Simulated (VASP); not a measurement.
# GaN (F-43m): a series in biaxial strain in the (001) plane

How do the elastic response and the band edges of GaN follow biaxial strain in the (001) plane?

Program: VASP 6.6.1. Level of theory: LDA; plane waves and PAW (Ga_d, N); cell typed or built by script, in the first sound run; inputs show where later runs differ. Results are calculated unless marked as measured.

**1. The structure**

Symmetry: F-43m, No. 216, cubic system. Conventional cell: a = 4.500 Å, b = 4.500 Å, c = 4.500 Å, α = 90.00°, β = 90.00°, γ = 90.00°. Ga has 4 N at 1.95 Å nearest. Nearest to N lie 4 Ga at 1.95 Å. Farther neighbours and most contacts between anions are not listed.

**2. Relax the crystal, LDA**

The series starts from the cell that this level prefers, so that zero strain is near zero stress.

This step took 2 runs in a row; the last is shown.

Level: LDA; plane waves and PAW (Ga_d, N); cell typed or built by script.

The input, INCAR:

```
SYSTEM = GaN
PREC = Accurate
ENCUT = 600
EDIFF = 1E-07
NELM = 120
ISMEAR = 0
SIGMA = 0.02
LREAL = .FALSE.
ALGO = Normal
GGA = CA
NBANDS = 15
LASPH = .TRUE.
LORBIT = 11
LWAVE = .FALSE.
LCHARG = .FALSE.
KPAR = 16
IBRION = 2
NSW = 40
ISIF = 3
EDIFFG = -0.005
POTIM = 0.4
```

The input, POSCAR:

```
GaN
1.0
    0.0000000000      2.2313343091      2.2313343091
    2.2313343091      0.0000000000      2.2313343091
    2.2313343091      2.2313343091      0.0000000000
Ga N
1 1
Direct
    0.0000000000      0.0000000000      0.0000000000
    0.2500000000      0.2500000000      0.2500000000
```

The input, KPOINTS:

```
Automatic mesh
0
Gamma
11 11 11
0 0 0
```

The projector-augmented-wave data sets are Ga_d and N (LDA family, release 64).

Launch:

```sh
> mpirun -np 16 vasp_std
```

The log of the run:

```text
[banner, memory and clock lines left out]
running   16 mpi-ranks, on    1 nodes
[...]
|                                                                             |
|           W    W    AA    RRRRR   N    N  II  N    N   GGGG   !!!           |
|           W    W   A  A   R    R  NN   N  II  NN   N  G    G  !!!           |
|           W    W  A    A  R    R  N N  N  II  N N  N  G       !!!           |
|           W WW W  AAAAAA  RRRRR   N  N N  II  N  N N  G  GGG   !            |
|           WW  WW  A    A  R   R   N   NN  II  N   NN  G    G                |
|           W    W  A    A  R    R  N    N  II  N    N   GGGG   !!!           |
|                                                                             |
|     For optimal performance we recommend to set                             |
|       NCORE = 2 up to number-of-cores-per-socket                            |
|     NCORE specifies how many cores store one orbital (NPAR=cpu/NCORE).      |
|     This setting can greatly improve the performance of VASP for DFT.       |
[...]
|     Unfortunately you need to use the default for GW and RPA                |
|     calculations (for HF NCORE is supported but not extensively tested      |
|     yet).                                                                   |
|                                                                             |

 LDA part: xc-table for (Slater(with rela. corr.)+CA(PZ))
 , standard interpolation
 POSCAR, INCAR and KPOINTS ok, starting setup
[...]
entering main loop
       N       E                     dE             d eps       ncg     rms          rms(c)
DAV:   1     0.857532580153E+02    0.85753E+02   -0.10353E+04  1880   0.234E+03
DAV:   2    -0.962955588987E+01   -0.95383E+02   -0.88750E+02  1925   0.361E+02
DAV:   3    -0.159400123772E+02   -0.63105E+01   -0.62836E+01  1827   0.774E+01
DAV:   4    -0.160128846994E+02   -0.72872E-01   -0.72858E-01  2165   0.873E+00
[...]
DAV:  11    -0.139446167820E+02    0.68215E-04   -0.22576E-04  2527   0.281E-01    0.128E-02
DAV:  12    -0.139446187308E+02   -0.19488E-05   -0.17683E-05  1939   0.487E-02    0.284E-03
DAV:  13    -0.139446186893E+02    0.41553E-07   -0.66328E-07  2552   0.156E-02
   1 F= -.13944619E+02 E0= -.13944619E+02  d E =-.139446E+02
[...]
reached required accuracy - stopping structural energy minimisation
```

Run time: 3.8 s. Hardware: 16 MPI ranks of Intel Xeon 6975P-C (Granite Rapids), shared host; peak memory 2.5 GiB.

The logs omit lines about the potential files and the build; timing stands in the text.

OUTCAR, selected parts (step 2):

```text
  Total        0.0013546      0.0013546      0.0013546      0.0000000      0.0000000     -0.0000000
  in kB        0.0976818      0.0976818      0.0976818      0.0000000      0.0000000     -0.0000000
  external PRESSURE =       0.0976818 kB  Pullay stress =       0.0000000 kB

 POSITION                                       TOTAL-FORCE (eV/Angst)
 -----------------------------------------------------------------------------------
      0.00000      0.00000      0.00000        -0.000000     -0.000000     -0.000000
      1.11567      1.11567      1.11567         0.000000      0.000000      0.000000
 -----------------------------------------------------------------------------------
    total drift:                               -0.000000     -0.000000      0.000000

  FREE ENERGIE OF THE ION-ELECTRON SYSTEM (eV)
  ---------------------------------------------------
  free  energy   TOTEN  =       -13.9446186893 eV

  energy  without entropy=      -13.9446186893  energy(sigma->0) =      -13.94461869

 reached required accuracy - stopping structural energy minimisation

[... 3 further parts left out ...]
[key lines of the parts left out:]
E-fermi :   5.4486
```

This run gave:

| Quantity | Value |
| --- | --- |
| energy(sigma→0) of the program | -13.9446 eV |
| stress, compression positive | xx, yy, zz 0.01, 0.01, 0.01 GPa |
| volume | 22.219 Å³ |
| ionic steps | 1 |

**3. Strain along the normal, LDA**

One member in full: the plane is strained by -0.5 %, and the strain along the normal is moved by secant steps until the normal stress is under 0.012 GPa or five steps are spent; the atoms relax at each step.

This step took 3 runs, each at a new trial strain with the atoms of the one before; the last is shown.

Level: LDA; plane waves and PAW (Ga_d, N); cell typed or built by script.

INCAR, as its differences from that of step 2:

```diff
@@ -15,7 +15,7 @@
 LCHARG = .FALSE.
-KPAR = 16
-IBRION = 2
-NSW = 40
-ISIF = 3
-EDIFFG = -0.005
-POTIM = 0.4
+KPAR = 4
+IBRION = 1
+NSW = 25
+ISIF = 2
+EDIFFG = -0.004
+POTIM = 0.3
```

The input, POSCAR:

```
GaN
1.0
    0.0000000000      2.2201776380      2.2436346590
    2.2201776380      0.0000000000      2.2436346590
    2.2201776380      2.2201776380      0.0000000000
Ga N
1 1
Direct
    0.0000000000      0.0000000000      0.0000000000
    0.2500000000      0.2500000000      0.2500000000
```

KPOINTS is that of step 2.

Launch:

```sh
> mpirun -np 4 vasp_std
```

The log of the run:

```text
[banner, memory and clock lines left out]
running    4 mpi-ranks, on    1 nodes
[...]
LDA part: xc-table for (Slater(with rela. corr.)+CA(PZ))
 , standard interpolation
 POSCAR, INCAR and KPOINTS ok, starting setup
[...]
entering main loop
       N       E                     dE             d eps       ncg     rms          rms(c)
DAV:   1     0.871404519349E+02    0.87140E+02   -0.10355E+04  4196   0.236E+03
DAV:   2    -0.983160962731E+01   -0.96972E+02   -0.90844E+02  4361   0.361E+02
DAV:   3    -0.159509944373E+02   -0.61194E+01   -0.60927E+01  4242   0.761E+01
DAV:   4    -0.160208977572E+02   -0.69903E-01   -0.69884E-01  4749   0.861E+00
[...]
DAV:  11    -0.139435373206E+02    0.65591E-04   -0.21901E-04  5712   0.276E-01    0.113E-02
DAV:  12    -0.139435392471E+02   -0.19264E-05   -0.17396E-05  4410   0.487E-02    0.178E-03
DAV:  13    -0.139435392174E+02    0.29616E-07   -0.63196E-07  5647   0.156E-02
   1 F= -.13943539E+02 E0= -.13943539E+02  d E =-.139435E+02
 BRION: g(F)=  0.187E-47 g(S)=  0.000E+00
 reached required accuracy - stopping structural energy minimisation
```

Elapsed: 12 s, on 4 MPI ranks; peak memory 0.68 GiB; 30 s of CPU time.

From OUTCAR (step 3):

```text
  Total        0.1913367      0.1913367     -0.0000236      0.0000000      0.0000000      0.0000000
  in kB       13.8596160     13.8596160     -0.0017115      0.0000000      0.0000000      0.0000000
  external PRESSURE =       9.2391735 kB  Pullay stress =       0.0000000 kB

 POSITION                                       TOTAL-FORCE (eV/Angst)
 -----------------------------------------------------------------------------------
      0.00000      0.00000      0.00000        -0.000000      0.000000     -0.000000
      1.11009      1.11009      1.12182         0.000000     -0.000000      0.000000
 -----------------------------------------------------------------------------------
    total drift:                               -0.000000     -0.000000      0.000000

  FREE ENERGIE OF THE ION-ELECTRON SYSTEM (eV)
  ---------------------------------------------------
  free  energy   TOTEN  =       -13.9435392174 eV

  energy  without entropy=      -13.9435392174  energy(sigma->0) =      -13.94353922

[... 1 part as in an earlier step ...]

[... 3 further parts left out ...]
[key lines of the parts left out:]
E-fermi :   5.5136
```

Numbers from this step:

* energy(sigma→0) of the program: -13.9435 eV
* stress, compression positive: xx, yy, zz 1.39, 1.39, 0.00 GPa
* ionic steps: 1

**4. Band edges, HSE06**

Short lines in KPOINTS_OPT sample the zone centre along and across the normal of the plane, for masses, and the other valleys.

Level: HSE06; plane waves and PAW (Ga_d, N); cell typed or built by script.

The input, INCAR:

```
SYSTEM = GaN
PREC = Accurate
ENCUT = 600
EDIFF = 1E-06
NELM = 100
ISMEAR = 0
SIGMA = 0.02
LREAL = .FALSE.
ALGO = Normal
LHFCALC = .TRUE.
AEXX = 0.25
GGA = PE
HFSCREEN = 0.2
LASPH = .TRUE.
NBANDS = 14
PRECFOCK = Fast
LWAVE = .FALSE.
LCHARG = .FALSE.
KPAR = 4
```

POSCAR is that of step 3.

The input, KPOINTS:

```
Automatic mesh
0
Gamma
6 6 6
0 0 0
```

The input, KPOINTS_OPT:

```
Line mode
6
Line-mode
Reciprocal
  0.00000000   0.00000000   0.00000000
  0.01785428   0.01785428   0.00000000

  0.00000000   0.00000000   0.00000000
 -0.00000000  -0.01766761  -0.01766761

  0.31000000   0.31000000   0.00000000
  0.50000000   0.50000000   0.00000000

  0.00000000   0.31000000   0.31000000
  0.00000000   0.50000000   0.50000000

  0.45000000   0.45000000   0.45000000
  0.50000000   0.50000000   0.50000000

  0.45000000   0.00000000   0.00000000
  0.50000000   0.00000000   0.00000000

  0.42500000   0.42500000   0.00000000
  0.42500000   0.44266761   0.01766761

  0.50000000   0.50000000   0.50000000
  0.48750711   0.51249289   0.50000000
```

Launch:

```sh
> mpirun -np 4 vasp_std
```

The log of the run:

```text
[banner, memory and clock lines left out]
running    4 mpi-ranks, on    1 nodes
[...]
|                                                                             |
|               ----> ADVICE to this user running VASP <----                  |
|                                                                             |
|     You enforced a specific xc type in the INCAR file but a different       |
|     [... a line on the potential file left out ...]
|     I HOPE YOU KNOW WHAT YOU ARE DOING!                                     |
|                                                                             |

 LDA part: xc-table for (Slater+PW92), standard interpolation
 found WAVECAR, reading the header
 POSCAR, INCAR and KPOINTS ok, starting setup
[...]
reading WAVECAR
 the WAVECAR file was read successfully
 initial charge from wavefunction
 entering main loop
       N       E                     dE             d eps       ncg     rms          rms(c)
DAV:   1    -0.147816210882E+02   -0.14782E+02   -0.10930E+00  1130   0.316E+01    0.902E-01
DAV:   2    -0.147653003438E+02    0.16321E-01   -0.80235E-02  1178   0.688E+00    0.568E-01
DAV:   3    -0.147591131379E+02    0.61872E-02   -0.14286E-02  1068   0.276E+00    0.319E-01
DAV:   4    -0.147587167518E+02    0.39639E-03   -0.22202E-03  1288   0.923E-01    0.175E-01
[...]
DAV:   8    -0.147584260628E+02    0.74733E-05   -0.25175E-06   888   0.279E-02    0.154E-02
DAV:   9    -0.147584234965E+02    0.25664E-05   -0.85838E-07   504   0.143E-02    0.912E-03
DAV:  10    -0.147584226746E+02    0.82184E-06   -0.66587E-07   474   0.930E-03
   1 F= -.14758423E+02 E0= -.14758423E+02  d E =-.120481E-18
 Start KPOINTS_OPT (optional k-point list driver)
k-point batch [1-30\48]
       N       E                     dE             ncg
DAV:   1     0.424169730969E+03   -0.14583E+05      894
DAV:   2    -0.307450306851E+04   -0.34987E+04      984
DAV:   3    -0.335533283322E+04   -0.28083E+03      912
DAV:   4    -0.336091316513E+04   -0.55803E+01     1104
DAV:   5    -0.336096440075E+04   -0.51236E-01     1038
DAV:   6    -0.336096537945E+04   -0.97869E-03     1184
DAV:   7    -0.336096539953E+04   -0.20086E-04      914
DAV:   8    -0.336096540019E+04   -0.65996E-06      786
k-point batch [31-48\48]
       N       E                     dE             ncg
DAV:   1     0.920808970348E+04   -0.13714E+05      544
DAV:   2     0.711058921173E+04   -0.20975E+04      582
DAV:   3     0.695472962571E+04   -0.15586E+03      552
DAV:   4     0.695151774140E+04   -0.32119E+01      570
DAV:   5     0.695148011791E+04   -0.37623E-01      594
DAV:   6     0.695147934963E+04   -0.76828E-03      634
DAV:   7     0.695147932966E+04   -0.19964E-04      568
DAV:   8     0.695147932893E+04   -0.73205E-06      426
```

Run time: 9.7 min. Hardware: 4 MPI ranks; peak memory 1.2 GiB; 26 min of CPU time.

OUTCAR, selected parts (step 4):

```text
  LATTYP: Found a body centered tetragonal cell.
 ALAT       =     3.1398053265
 C/A-ratio  =     1.4291552664

 Subroutine GETGRP returns: Found  8 space group operations
 (whereof  8 operations were pure point group operations)

The static configuration has the point symmetry D_2d.

 Found     30 irreducible k-points:

   k-points           NKPTS =     30   k-points in BZ     NKDIM =    216   number of bands    NBANDS=     14

   dimension x,y,z NGX =    28 NGY =   28 NGZ =   28
   dimension x,y,z NGXF=    56 NGYF=   56 NGZF=   56

   ENCUT  =  600.0 eV  44.10 Ry    6.64 a.u.   6.30  6.30  6.27*2*pi/ulx,y,z

   NELECT =      18.0000    total number of electrons

  exchange ACFDT corr.  =         0.00000000  see jH, gK, PRB 81, 115126

 E-fermi :   5.0360

 k-point     1 :       0.0000    0.0000    0.0000
  band No.  band energies     occupation
    ...
      5     -10.4399      2.00000
      6     -10.4395      2.00000
      7       4.8688      2.00000
      8       4.9187      2.00000
      9       4.9187      2.00000
     10       8.1567      0.00000
     11      17.0626      0.00000
     12      17.0626      0.00000
     13      17.0900      0.00000
     14      24.7723      0.00000

 k-point     2 :       0.1667    0.0000    0.0000
  band No.  band energies     occupation
    ...
      5     -10.4422      2.00000
      6     -10.4408      2.00000
      7       2.4905      2.00000
      8       4.5753      2.00000
      9       4.6228      2.00000
     10       9.8003      0.00000
     11      16.0217      0.00000
     12      17.4647      0.00000
     13      17.4920      0.00000
     14      23.4233      0.00000

 POSITION                                       TOTAL-FORCE (eV/Angst)
 -----------------------------------------------------------------------------------
      0.00000      0.00000      0.00000         0.000000      0.000000     -0.000000
      1.11009      1.11009      1.12182        -0.000000     -0.000000      0.000000
 -----------------------------------------------------------------------------------
    total drift:                                0.000001      0.000000     -0.000006

  FREE ENERGIE OF THE ION-ELECTRON SYSTEM (eV)
  ---------------------------------------------------
  free  energy   TOTEN  =       -14.7584226746 eV

  energy  without entropy=      -14.7584226746  energy(sigma->0) =      -14.75842267

[... 1 part as in an earlier step ...]

[... 7 further parts left out ...]
```

Numbers from this step:

* energy(sigma→0) of the program: -14.7584 eV

**5. The whole series**

Hybrid runs start from orbitals of a short LDA run, not shown.

Runs beyond LDA use the data sets made with LDA; this shifts their levels slightly, and their total energies have another zero.

The other members went through these steps as far as the tables show, with the same cutoff and, step by step, the same mesh; 42 runs are not shown. The session took 5.6 core hours (wall time by ranks) on a shared machine.

```csv
in-plane strain (%),strain along the normal (%),"in-plane stress, tension positive (GPa)",energy above the unstrained row (meV/atom),"gap on the mesh, LDA (eV)"
-2.000,2.152,-5.837,8.157,1.988
-1.500,1.625,-4.300,4.575,1.976
-1.000,1.092,-2.818,2.055,1.964
-0.500,0.551,-1.386,0.540,1.952
0,0.000,-0.010,0.000,1.940
0.500,-0.551,1.330,0.404,1.878
1.000,-1.113,2.618,1.719,1.818
1.500,-1.683,3.862,3.907,1.760
2.000,-2.260,5.064,6.948,1.703
```

Slopes at zero strain, from cubics through all rows: strain ratio -1.103, stress over strain 272 GPa. For a cubic crystal strained in (001) the ratio is −2C₁₂/C₁₁.

Band edges at HSE06, counted from the valence-band top at Γ, with one row partly withheld:

```csv
in-plane strain (%),gap (eV),conduction band at Γ (eV),Δ or X valley along z (eV),Δ or X valley along x (eV),"lowest conduction level at L, [111] (eV)","lowest conduction level at L, [-111] (eV)",second valence level below the top (eV),third valence level below the top (eV)
-2.000,3.289,3.289,4.650,4.345,6.350,6.350,0.000,0.211
-1.500,3.272,3.272,4.607,4.381,6.354,6.354,0.000,0.155
-1.000,3.255,3.255,4.567,4.418,6.352,6.352,0.000,0.102
-0.500,3.238,3.238,4.528,4.454,6.342,6.342,0.000,0.050
0,3.221,3.221,4.492,4.492,6.327,6.327,0.000,0.000
0.500,3.155,3.155,4.409,4.481,6.258,6.258,0.048,0.048
1.000,3.091,3.091,4.331,4.473,6.184,6.184,0.094,0.094
1.500,?,?,4.256,4.466,6.107,6.107,0.138,0.138
2.000,2.968,2.968,4.186,4.462,6.027,6.027,0.181,0.181
```

Conduction masses, in electron masses:

```csv
in-plane strain (%),"conduction mass at Γ, along the strain axis or the normal of the plane","conduction mass at Γ, across the strain axis or in the plane"
-2.000,0.212,0.207
-1.500,0.210,0.206
-1.000,0.207,0.204
-0.500,0.204,0.203
0,0.202,0.202
0.500,0.200,0.201
1.000,0.196,0.200
1.500,0.193,0.197
2.000,0.190,0.196
```

**6. Fit and prediction**

The quantity to fit is the conduction level at Γ above the mean of the three top valence levels at HSE06: 3.359, 3.324, 3.289, 3.254, 3.221, 3.187, 3.154, 3.089 eV in the rows shown.

Fitting a parabola to the 8 known rows (e: strain in %) gives E = 8.45e-4 e² − 0.06747 e + 3.221 in eV; the residuals are 9.6e-5 eV r.m.s.

At e = 1.5 this predicts 3.1213 eV.

**7. The withheld row**

The calculation gives 3.1212 eV, so the prediction is 0.0001 eV too high.

**8. Results**

| Quantity | Value |
| --- | --- |
| ratio of normal to in-plane strain | -1.103 |
| biaxial modulus | 272 GPa |
| gap of the unstrained cell, HSE06 | 3.22 eV |
| slope at zero strain of the conduction level at Γ above the mean of the three top valence levels, HSE06 | -67 meV per % |
| error of the predicted row | 0.1 meV |
| valence shear potential \|b\|, HSE06 | 1.55 eV |

What this shows: As a check, the curvature of the energy gives 271 GPa for the same modulus (energy per volume = M × strain²), 0 % from the slope of the stress. At HSE06 the lowest conduction valley is Γ throughout, and the gap runs between 2.97 and 3.29 eV. Without spin-orbit coupling the three valence levels split by 3|b| times the difference of the strains; the rows within 1 % give |b| = 1.55 eV. Hole masses are left out throughout, since the top bands are degenerate or cross in many series; of conduction masses, those of the Γ, L and (for Si and Ge under (001) strain) Δ valleys are kept where they change by under an eighth between rows. HSE06 ran on a coarser mesh than the semilocal levels. Spin-orbit coupling is left out at HSE06, so the valence splittings there lack it. Δ or X levels are the lowest on their line, refined by a parabola unless they lie at X; the gap is read from all points sampled and can differ from the lowest valley by some meV, or by tens of meV where strain moves the valence top off Γ. Temperature, zero-point motion and excitons are left out.

[Lines on the potential files, build, host, timing and source positions are cut from VASP's logs without a mark.]

[Logs are printed without paths, hosts, clocks, repeated set-up lines and the standing remarks that a program may print on its own settings, such as how far it seeks lower states.]

[Hosts, paths, dates, database ids (printed as entryN), source tags and the programs' standing remarks are cut or masked in the printed files.]

[In band tables of VASP the shares of atoms and orbitals are scaled to a sum of 1 inside the atoms' spheres.]
